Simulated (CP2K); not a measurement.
HfO2:

```
Hf O
1.0
     5.55640    0.00000    0.00000
     0.00000    3.33360    0.00000
     0.00000    0.00000    6.50500
Hf O
4 8
Direct
  0.74868 0.75000 0.60787
  0.25132 0.25000 0.39213
  0.24868 0.75000 0.89213
  0.75132 0.25000 0.10787
  0.63950 0.25000 0.42340
  0.36050 0.75000 0.57660
  0.13950 0.25000 0.07660
  0.86050 0.75000 0.92340
  0.52079 0.25000 0.84145
  0.47921 0.75000 0.15855
  0.02079 0.25000 0.65855
  0.97921 0.75000 0.34145
```

Measurements of this composition are mostly on another form, of space group No. 14.

Base run:

- Program: CP2K 2026.2
- Functional: OLYP
- Potentials or basis: POTENTIAL_UZH Hf GTH-PBE-q12, O GTH-PBE-q6; DZVP-MOLOPT-PBE-GTH basis
- Density cutoff: 11565 eV
- k mesh: 4 × 6 × 3
- Occupations: fermi-dirac, width 0.05 eV
- Spin: no spin polarisation

Its results: band gap on the k mesh 3.58 eV, direct; pressure -4.1 GPa; largest force 1.041 eV/Å.

**Question.** The run is repeated on the same cell with these changes: functional from OLYP to PBE. What comes out?

**Answer.** Band gap on the k mesh 3.42 eV, direct; pressure -2.3 GPa; largest force 0.145 eV/Å.

Caveats: spin-orbit coupling is left out, which moves the levels of the heavy elements; an odd mesh through Γ misses points on the zone boundary, where band edges often lie; the basis of atomic orbitals isn't converged, which shifts pressures, moduli and gaps; the potentials were made for another functional, which shifts forces and pressure (some runs).
